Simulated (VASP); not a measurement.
# Ge (Fd-3m) in VASP: settings compared

The runs below take Ge through relaxation of cell and atoms, single point, with BLYP, PBE.

Program: VASP 6.6.1. These are calculated values, not measurements. Logs are shortened: lines on timing, memory, paths and dates and some standing lists are left out, and cuts for length are marked.

**What was measured.**

From “Temperature-dependent photoluminescence in Ge: experiment and theory”, 2020, arxiv:2003.00143, for a bulk crystal of Ge at 0 K: band gap 0.744 eV (indirect).

From “Electronic and optical properties of SixGe1-x-ySny alloys lattice-matched to Ge”, 2021, arxiv:2109.02782, for a bulk crystal of Ge at 293 K: band gap 0.666 eV (indirect).

The runs below are set against these values where they give the same quantity.

**1. The structure**

The structure is cubic, space group Fd-3m (No. 227). The conventional cell has a = 5.658 Å, b = 5.658 Å, c = 5.658 Å, α = 90.00°, β = 90.00°, γ = 90.00°. Ge (site symmetry -43m) is surrounded by 4 Ge at 2.45 Å.

**2. Relaxation of cell and atoms, BLYP**

Contents of INCAR:

```
AGGAC = 1.0
AGGAX = 1.0
ALDAC = 0.0
ALDAX = 1.0
ALGO = Fast
EDIFF = 1E-6
EDIFFG = -0.02
ENCUT = 600
GGA = B5
IBRION = 2
ISIF = 3
ISMEAR = -1
LASPH = True
LCHARG = False
LREAL = False
LWAVE = False
NELM = 80
NSW = 40
PREC = Accurate
SIGMA = 0.05
```

Contents of KPOINTS:

```
k-points
0
Gamma
  8 8 8
```

Contents of POSCAR:

```
Ge
1.0
    0.0000000000      2.8289100000      2.8289100000
    2.8289100000      0.0000000000      2.8289100000
    2.8289100000      2.8289100000      0.0000000000
Ge
2
Direct
    0.7500000000      0.7500000000      0.7500000000
    0.5000000000      0.5000000000      0.5000000000
```

Potentials or basis: VASP PAW PBE potentials, release 64 (Ge_d).

Started as:

```console
$ cat potpaw_PBE.64/Ge_d/POTCAR > POTCAR
$ mpirun -np 1 vasp_std > vasp.out
```

OUTCAR:

```text
EDIFF = 1E-6
   EDIFFG = -0.02
   ENCUT = 600
   GGA = B5
   IBRION = 2
   ISIF = 3
   ISMEAR = -1
   LASPH = True
   LREAL = False
   NELM = 80
   NSW = 40
   PREC = Accurate

 ion  position               nearest neighbor table
   1  0.750  0.750  0.750-   2 2.45   2 2.45   2 2.45   2 2.45
   2  0.500  0.500  0.500-   1 2.45   1 2.45   1 2.45   1 2.45

  LATTYP: Found a face centered cubic cell.
 ALAT       =     5.6578200000

  Lattice vectors:

 A1 = (   0.0000000000,   2.8289100000,   2.8289100000)
 A2 = (   2.8289100000,   0.0000000000,   2.8289100000)
 A3 = (   2.8289100000,   2.8289100000,   0.0000000000)

Analysis of symmetry for initial positions (statically):
=====================================================================
 Subroutine PRICEL returns:
 Original cell was already a primitive cell.

 Routine SETGRP: Setting up the symmetry group for a
 face centered cubic supercell.

 Subroutine GETGRP returns: Found 48 space group operations
 (whereof 24 operations were pure point group operations)
 out of a pool of 48 trial point group operations.

The static configuration has the point symmetry T_d .
 The point group associated with its full space group is O_h .

Analysis of symmetry for dynamics (positions and initial velocities):
=====================================================================
 Subroutine PRICEL returns:
 Original cell was already a primitive cell.

 Routine SETGRP: Setting up the symmetry group for a
 face centered cubic supercell.

 Subroutine GETGRP returns: Found 48 space group operations
 (whereof 24 operations were pure point group operations)
 out of a pool of 48 trial point group operations.

The dynamic configuration has the point symmetry T_d .
 The point group associated with its full space group is O_h .

 Subroutine INISYM returns: Found 48 space group operations
 (whereof 24 operations are pure point group operations),
 and found     1 'primitive' translations

----------------------------------------------------------------------------------------

                                     Primitive cell

  volume of cell :      45.2780

  direct lattice vectors                    reciprocal lattice vectors
     0.000000000  2.828910000  2.828910000    -0.176746521  0.176746521  0.176746521
     2.828910000  0.000000000  2.828910000     0.176746521 -0.176746521  0.176746521
     2.828910000  2.828910000  0.000000000     0.176746521  0.176746521 -0.176746521

  length of vectors
     4.000682889  4.000682889  4.000682889     0.306133954  0.306133954  0.306133954

  position of ions in fractional coordinates (direct lattice)
     0.750000000  0.750000000  0.750000000
     0.500000000  0.500000000  0.500000000

  ion indices of the primitive-cell ions
   primitive index   ion index
                 1           1
                 2           2

----------------------------------------------------------------------------------------

 KPOINTS: k-points

Automatic generation of k-mesh.
 Grid dimensions read from file:
 generate k-points for:    8    8    8

 Generating k-lattice:

  Cartesian coordinates                     Fractional coordinates (reciprocal lattice)
    -0.022093315  0.022093315  0.022093315     0.125000000  0.000000000  0.000000000
     0.022093315 -0.022093315  0.022093315     0.000000000  0.125000000  0.000000000
     0.022093315  0.022093315 -0.022093315     0.000000000  0.000000000  0.125000000

  Length of vectors
     0.038266744  0.038266744  0.038266744

  Shift w.r.t. Gamma in fractional coordinates (k-lattice)
     0.000000000  0.000000000  0.000000000

 Subroutine IBZKPT returns following result:
 ===========================================

 Found     29 irreducible k-points:

 Following reciprocal coordinates:
            Coordinates               Weight
  0.000000  0.000000  0.000000      1.000000
  0.125000  0.000000  0.000000      8.000000
  0.250000  0.000000  0.000000      8.000000
  0.375000  0.000000  0.000000      8.000000
  0.500000  0.000000  0.000000      4.000000
  0.125000  0.125000  0.000000      6.000000
[... 16 lines left out ...]
  0.500000  0.250000  0.125000     48.000000
 -0.375000  0.250000  0.125000     24.000000
 [... further k-points ...]
   k-points           NKPTS =     29   k-points in BZ     NKDIM =     29   number of bands    NBANDS=     18
   number of dos      NEDOS =    301   number of ions     NIONS =      2
   total plane-waves  NPLWV =  32768
   dimension x,y,z NGX =    32 NGY =   32 NGZ =   32
   dimension x,y,z NGXF=    64 NGYF=   64 NGZF=   64
   ions per type =               2
   NGX,Y,Z   is equivalent  to a cutoff of  13.30, 13.30, 13.30 a.u.
   NGXF,Y,Z  is equivalent  to a cutoff of  26.59, 26.59, 26.59 a.u.
 SYSTEM =  unknown system
   PREC   = accura    normal or accurate (medium, high low for compatibility)
   ISTART =      0    job   : 0-new  1-cont  2-samecut
   ICHARG =      2    charge: 1-file 2-atom 10-const
[... 85 lines left out ...]
[... 10 lines left out ...]
     17       8.4376      0.00000
     18       8.9120      0.00000

 k-point     3 :       0.2500    0.0000    0.0000
  band No.  band energies     occupation
      1     -19.4004      2.00000
      2     -19.4004      2.00000
      3     -19.3734      2.00000
      4     -19.3155      2.00000
      5     -19.3155      2.00000
      6     -19.1578      2.00000
[... 494 lines left out ...]
  FORCE on cell =-STRESS in cart. coord.  units (eV):
  Direction    XX          YY          ZZ          XY          YZ          ZX
  --------------------------------------------------------------------------------------
  -------------------------------------------------------------------------------------
  Total       -0.3079394     -0.3079394     -0.3079394     -0.0000000      0.0000000     -0.0000000
  in kB       -9.3792855     -9.3792855     -9.3792855     -0.0000000      0.0000000     -0.0000000
  external PRESSURE =      -9.3792855 kB  Pullay stress =       0.0000000 kB

 VOLUME and BASIS-vectors are now :
 -----------------------------------------------------------------------------
  energy-cutoff  :      600.00
  volume of cell :       52.60
      direct lattice vectors                 reciprocal lattice vectors
     0.000000000  2.973893068  2.973893068    -0.168129784  0.168129784  0.168129784
     2.973893068  0.000000000  2.973893068     0.168129784 -0.168129784  0.168129784
     2.973893068  2.973893068  0.000000000     0.168129784  0.168129784 -0.168129784

 POSITION                                       TOTAL-FORCE (eV/Angst)
 -----------------------------------------------------------------------------------
      4.46084      4.46084      4.46084         0.000000      0.000000      0.000000
      2.97389      2.97389      2.97389        -0.000000     -0.000000     -0.000000
 -----------------------------------------------------------------------------------
    total drift:                               -0.000000     -0.000000      0.000000

  FREE ENERGIE OF THE ION-ELECTRON SYSTEM (eV)
  ---------------------------------------------------
  free  energy   TOTEN  =        -7.6697759533 eV

  energy  without entropy=       -7.6665553369  energy(sigma->0) =       -7.66816565

--------------------------------------- Ionic step        3  -------------------------------------------

 number of electron      27.9999980 magnetization

 Free energy of the ion-electron system (eV)
  ---------------------------------------------------
  ext. energy  EPLUGINS =         0.00000000
  ---------------------------------------------------
  free energy    TOTEN  =        -7.67547293 eV

  energy without entropy =       -7.67307957  energy(sigma->0) =       -7.67427625

 E-fermi :   4.1216     XC(G=0):  -8.8032

 val. band max:        4.0984799091   @ k =   0.5000   0.0000   0.0000
 cond. band min:       4.2168811835   @ k =   0.3750   0.0000   0.0000
 fundamental gap:      0.1184012743
 Fermi energy:         4.1216429943

 k-point     1 :       0.0000    0.0000    0.0000
  band No.  band energies     occupation
      1     -20.3726      2.00000
      2     -20.3726      2.00000
      3     -20.3726      2.00000
      4     -20.3433      2.00000
      5     -20.3433      2.00000
      6     -20.1900      2.00000
[... 10 lines left out ...]
     17       6.7847      0.00000
     18       6.7847      0.00000

 k-point     2 :       0.1250    0.0000    0.0000
  band No.  band energies     occupation
      1     -20.3782      2.00000
      2     -20.3782      2.00000
      3     -20.3707      2.00000
      4     -20.3355      2.00000
      5     -20.3355      2.00000
      6     -20.2003      2.00000
[... 10 lines left out ...]
     17       7.1673      0.00000
     18       7.4470      0.00000

 k-point     3 :       0.2500    0.0000    0.0000
  band No.  band energies     occupation
      1     -20.3856      2.00000
      2     -20.3856      2.00000
      3     -20.3659      2.00000
      4     -20.3232      2.00000
      5     -20.3232      2.00000
      6     -20.2109      2.00000
[... 458 lines left out ...]
  FORCE on cell =-STRESS in cart. coord.  units (eV):
  Direction    XX          YY          ZZ          XY          YZ          ZX
  --------------------------------------------------------------------------------------
  -------------------------------------------------------------------------------------
  Total       -0.0181112     -0.0181112     -0.0181112      0.0000000     -0.0000000      0.0000000
  in kB       -0.5666719     -0.5666719     -0.5666719      0.0000000     -0.0000000      0.0000000
  external PRESSURE =      -0.5666719 kB  Pullay stress =       0.0000000 kB

 VOLUME and BASIS-vectors are now :
 -----------------------------------------------------------------------------
  energy-cutoff  :      600.00
  volume of cell :       51.21
      direct lattice vectors                 reciprocal lattice vectors
     0.000000000  2.947349992  2.947349992    -0.169643918  0.169643918  0.169643918
     2.947349992  0.000000000  2.947349992     0.169643918 -0.169643918  0.169643918
     2.947349992  2.947349992  0.000000000     0.169643918  0.169643918 -0.169643918

 POSITION                                       TOTAL-FORCE (eV/Angst)
 -----------------------------------------------------------------------------------
      4.42102      4.42102      4.42102         0.000000      0.000000      0.000000
      2.94735      2.94735      2.94735        -0.000000     -0.000000     -0.000000
 -----------------------------------------------------------------------------------
    total drift:                                0.000000      0.000000      0.000000

  FREE ENERGIE OF THE ION-ELECTRON SYSTEM (eV)
  ---------------------------------------------------
  free  energy   TOTEN  =        -7.6754729321 eV

  energy  without entropy=       -7.6730795749  energy(sigma->0) =       -7.67427625

 reached required accuracy - stopping structural energy minimisation
```

Run time: 72 s. Hardware: 1 thread of Intel Xeon 6975P-C (Granite Rapids), shared host; peak memory 0.17 GiB.

What came out:

```
Free energy                            : -7.6755 eV
Relaxed volume                         : 25.60 Å³/atom
Relaxed cell                           : a = 4.168 Å, b = 4.168 Å, c = 4.168 Å, α = 60.00°, β = 60.00°, γ = 60.00°
Space group after relaxing (to 0.05 Å) : Fd-3m (No. 227)
Energy gained by relaxing              : 60.9 meV/atom
Ionic steps                            : 3
Pressure after relaxing                : -0.1 GPa
Band gap on the k mesh                 : none (metal or under the smearing width)
```

The path:
```csv
step,energy change (eV),largest force (eV/Å),pressure (GPa),volume (Å³)
1,0.0000,0.0000,7.52,45.28
2,-0.1161,0.0000,-0.94,52.60
3,-0.1218,0.0000,-0.06,51.21
```

Final structure:
```yaml
crystal:
  lattice:
    - [0.00000, 2.94735, 2.94735]
    - [2.94735, 0.00000, 2.94735]
    - [2.94735, 2.94735, 0.00000]
  atoms:
    - { symbol: Ge, position: [0.75000, 0.75000, 0.75000] }
    - { symbol: Ge, position: [0.50000, 0.50000, 0.50000] }
```

Levels at points of the mesh, in eV from the Fermi level:
| k point | band 11 | band 12 | band 13 | band 14 | band 15 | band 16 | band 17 | band 18 |
| --- | --- | --- | --- | --- | --- | --- | --- | --- |
| (0.00, 0.00, 0.00) | -11.76 | -1.09 | 0.16 | 0.16 | 0.16 | 2.66 | 2.66 | 2.66 |
| (0.50, 0.00, 0.00) | -9.98 | -6.96 | -1.06 | -1.06 | -0.02 | 3.88 | 3.88 | 7.39 |
| (0.50, 0.50, 0.00) | -8.36 | -8.36 | -2.48 | -2.48 | 1.15 | 1.15 | 8.58 | 8.61 |

Caveat: the PAW data sets were made with another functional, which shifts forces and pressure a little; the volume moved by +13 % from the deposited cell, more than functionals usually miss; this crystal is a semiconductor, whose small gap the functional closes, so the metal is an error of the method.

**3. Single point, PBE**

Contents of INCAR:

```
ALGO = Normal
EDIFF = 1E-6
ENCUT = 520
GGA = PE
ISIF = 2
ISMEAR = 0
LASPH = True
LCHARG = False
LREAL = False
LWAVE = False
NELM = 100
PREC = Accurate
SIGMA = 0.03
```

KPOINTS is that of step 2.

POSCAR is that of step 2.

Potentials or basis: VASP PAW PBE potentials, release 64 (Ge_d).

Started as:

```console
$ cat potpaw_PBE.64/Ge_d/POTCAR > POTCAR
$ mpirun -np 1 vasp_std > vasp.out
```

Run time: 9.8 s. Hardware: 1 thread of Intel Xeon 6975P-C (Granite Rapids), shared host; peak memory 0.16 GiB.

The run converged. Its results:

- Free energy: -8.9989 eV
- Pressure: 3.5 GPa
- Band gap on the k mesh: 0.03 eV, direct

Levels at points of the mesh, in eV from the valence-band top:
```tsv
k point	band 11	band 12	band 13	band 14	band 15	band 16	band 17	band 18
(0.00, 0.00, 0.00)	-12.77	0.00	0.00	0.00	0.03	2.55	2.55	2.55
(0.50, 0.00, 0.00)	-10.68	-7.60	-1.41	-1.41	0.18	3.75	3.75	7.13
(0.50, 0.50, 0.00)	-8.89	-8.89	-3.07	-3.07	0.75	0.75	9.52	9.52
```

**4. Single point, PBE**

Contents of INCAR:

```
SYSTEM = Ge
PREC = Accurate
ENCUT = 520
EDIFF = 1E-7
ISMEAR = 0
SIGMA = 0.012
LREAL = .False.
LASPH = .True.
NELM = 100
ALGO = Normal
ISIF = 2
LWAVE = .False.
LCHARG = .True.
GGA = PE
LELF = .True.
LVHAR = .True.
NBANDS = 21
```

Contents of KPOINTS:

```
regular mesh
0
Gamma
  8 8 8
  0 0 0
```

POSCAR is that of step 3.

Started as:

```console
$ cat potpaw_PBE.64/Ge_d/POTCAR > POTCAR
$ mpirun -np 1 vasp_std > vasp.out
```

It took 17 s on 1 thread of Intel Xeon Platinum 8559C (Emerald Rapids), shared host; peak memory 0.16 GiB.

Results (log left out):

```
Free energy            : -8.9988 eV
Pressure               : 3.5 GPa
Band gap on the k mesh : 0.03 eV, direct
```

Levels at points of the mesh, in eV from the valence-band top:
| k point | band 10 | band 11 | band 12 | band 13 | band 14 | band 15 | band 16 | band 17 | band 18 | band 19 |
| --- | --- | --- | --- | --- | --- | --- | --- | --- | --- | --- |
| (0.00, 0.00, 0.00) | -24.56 | -12.77 | 0.00 | 0.00 | 0.00 | 0.03 | 2.55 | 2.55 | 2.55 | 6.43 |
| (0.50, 0.00, 0.00) | -24.53 | -10.68 | -7.60 | -1.41 | -1.41 | 0.18 | 3.75 | 3.75 | 7.13 | 10.57 |
| (0.50, 0.50, 0.00) | -24.51 | -8.89 | -8.89 | -3.07 | -3.07 | 0.75 | 0.75 | 9.52 | 9.52 | 11.61 |

**5. For comparison**

An earlier run on the cell as given: functional PBEsol; potentials or basis VASP PAW PBE potentials, release 64 (Ge_d); cutoff 520 eV; k mesh 8 × 8 × 8; occupations fermi-dirac, width 0.05 eV; no spin polarisation.

* Pressure: 0.5 GPa
* Band gap on the k mesh: none (metal or under the smearing width)

**6. Overview**

```csv
task,level,cell,cutoff (eV),smearing,ladder,gap on the mesh (eV),pressure (GPa)
relaxation of cell and atoms,BLYP,relaxed,600,fermi-dirac 0.05 eV,-,none,-0.1
single point,PBE,as given,520,gaussian 0.03 eV,-,0.03,3.5
single point,PBE,as given,520,gaussian 0.012 eV,-,0.03,3.5
single point,PBEsol,as given,520,fermi-dirac 0.05 eV,free,none,0.5
```

Alike in all rows: potentials or basis VASP PAW PBE potentials, release 64 (Ge_d); no spin polarisation; k mesh 8 × 8 × 8.

On the cell as given the gap runs from zero (PBEsol) to 0.03 eV (PBE). The pressure there spans 0.5 GPa (PBEsol) to 3.5 GPa (PBE); a positive pressure means that this level wants a larger cell, a negative one a smaller.

Caveats: the PAW data sets were made with another functional, which shifts forces and pressure a little (some runs); this crystal is a semiconductor, whose small gap the functional closes, so the metal is an error of the method (some runs); the volume moved by +13 % from the deposited cell, more than functionals usually miss (some runs).

Absolute energies hang on the potentials; compare differences alone.

**7. Against experiment**

Step 2. The cell as given is a measured one (22.64 Å³/atom); BLYP puts the equilibrium volume +13.1 % from it, thermal expansion not counted.

Step 3. A measured gap of Ge is 0.744 eV (indirect; 0 K; “Temperature-dependent photoluminescence in Ge: experiment and theory”, 2020, arxiv:2003.00143); the calculated 0.03 eV misses it by -0.71 eV. 3 values of this kind are on record (0.666 to 0.807 eV); this one was drawn at random among those near their median. Spin-orbit coupling on Ge is left out. The value is that of PBE on a finite k mesh, which can miss the band edges, without temperature or zero-point motion. Semilocal functionals fall short of measured gaps as a rule.

Step 4. Against the measured gap of Ge, 0.666 eV (indirect; 293 K; “Electronic and optical properties of SixGe1-x-ySny alloys lattice-matched to Ge”, 2021, arxiv:2109.02782), the calculated 0.03 eV is off by -0.63 eV. 3 values of this kind are on record (0.666 to 0.807 eV); this one was drawn at random among those near their median. Spin-orbit coupling on Ge is left out. The value is that of PBE on a finite k mesh, which can miss the band edges, without temperature or zero-point motion. Semilocal functionals fall short of measured gaps as a rule.
